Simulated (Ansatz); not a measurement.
Ga, DFT, PBE, all-electron LAPW, scalar-relativistic (Ansatz 0.2.0), run on 1 thread of Arm Neoverse V2 on a shared host.

The cell is COD entry 9008562, as deposited and not checked against the literature; nothing was relaxed. The listed cell was then made from it by scaling, straining or moving an atom.

Command: `ansatz run input.yaml --threads 1 --pin off --max-ram 6144MiB --backend cpu --events-out ev --progress --plain --runs-dir out`

```yaml
crystal:
  lattice:
    - [2.2995837791, -3.8973680524, 0.0]
    - [2.2995837791, 3.8973680524, 0.0]
    - [0.0, 0.0, 4.605285235]
  atoms:
    - { symbol: Ga, position: [0.1525, 0.8475, 0.0785] }
    - { symbol: Ga, position: [0.6525, 0.3475, 0.4215] }
    - { symbol: Ga, position: [0.8475, 0.1525, 0.9215] }
    - { symbol: Ga, position: [0.3475, 0.6525, 0.5785] }
kpoints:
  mp_grid: { grid: [9, 9, 8] }
  band_path:
    path:
      - [0.0, 0.0, 0.0]
      - [-0.5, 0.5, 0.0]
      - [-0.337035342, 0.662964658, 0.0]
      - [0.337035342, 0.337035342, 0.0]
      - [0.0, 0.0, 0.0]
      - [0.0, 0.0, 0.5]
      - [0.337035342, 0.337035342, 0.5]
      - [-0.337035342, 0.662964658, 0.5]
      - [-0.5, 0.5, 0.5]
    npoints: 5
scf:
  occupations: { method: fermi_dirac, width: 0.05 }
hamiltonian:
  xc: pbe
  pseudopotentials: { kind: all_electron, lapw: { basis_error: 0.001 } }
output:
  forces: true
  stress: true
  eigenvalues: true
```

Q: How large is the problem that the program sets up?

A: 125 irreducible k-points, 1045 plane waves at Γ, 51 bands.

Q: Estimate the wall time and the peak memory.

A: 2.4 min of wall time for 7 SCF iterations, with a peak of 0.96 GiB. Times on shared machines scatter by tens of per cent.
